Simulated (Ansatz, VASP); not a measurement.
## One calculation of Y, two programs

File INCAR:

```
SYSTEM = Y
  PREC = Accurate
  ENCUT = 520
  EDIFF = 1E-6
  ISMEAR = -1
  SIGMA = 0.05
  LREAL = .False.
  LASPH = .True.
  NELM = 150
  ALGO = Normal
  ISIF = 2
  LWAVE = .False.
  LCHARG = .False.
  LMAXMIX = 4
  LDAU = .True.
  LDAUTYPE = 2
  LDAUL = 2
  LDAUU = 5
  LDAUJ = 0
  LDAUPRINT = 1
  NBANDS = 12
```

The input KPOINTS:

```
regular mesh
0
Gamma
  9 9 9
  0 0 0
```

The input POSCAR:

```
Y
1.0
    0.0000000000      2.5519910612      2.5519910612
    2.5519910612      0.0000000000      2.5519910612
    2.5519910612      2.5519910612      0.0000000000
Y
1
Direct
    0.0000000000      0.0000000000      0.0000000000
```

The input input.yaml:

```yaml
crystal:
  lattice:
    - [0.0, 2.5519910612, 2.5519910612]
    - [2.5519910612, 0.0, 2.5519910612]
    - [2.5519910612, 2.5519910612, 0.0]
  atoms:
    - { symbol: "Y", position: [0.0, 0.0, 0.0] }
kpoints:
  mp_grid: { grid: [9, 9, 9] }
scf:
  occupations: { method: fermi_dirac, width: 0.05 }
hamiltonian:
  xc: lda
  pseudopotentials: { kind: all_electron, lapw: { basis_error: 0.001 } }
  hubbard:
    sites: [{ species: "Y", l: d, u_eff: 5 }]
    double_counting: fll
    projectors: ortho-atomic
output:
  forces: true
  stress: true
  eigenvalues: true
  hubbard: {}
```

Alike in both runs: task single point; functional LDA; k mesh 9 × 9 × 9; occupations fermi-dirac, width 0.05 eV; no spin polarisation; Hubbard terms Y d U = 5.0 eV.

|  | VASP | Ansatz |
| --- | --- | --- |
| version | VASP 6.6.1 | Ansatz 0.2.0 |
| potentials or method | VASP PAW LDA potentials, release 64 (Y_sv) | all-electron LAPW, scalar-relativistic |
| plane-wave cutoff (eV) | 520 | see its input |

VASP gave:

- gap on the k mesh at the Fermi level (eV): none
- pressure (GPa): 5.4

**Question.** Which values does Ansatz return?

**Answer.** gap on the k mesh at the Fermi level (eV): none; pressure (GPa): 4.4.

The programs project onto different local orbitals, so the same U acts differently. A gap of «none» marks a metal or a gap that the smearing closes. Ansatz ran all-electron here, so the differences hold the error of VASP's frozen core and of both bases.

Caveats: U without spin polarisation on a metal has little footing; the U is typed as a test and isn't derived for this compound; U is the effective U less J, on atomic orbitals that reach past the spheres (Ansatz).
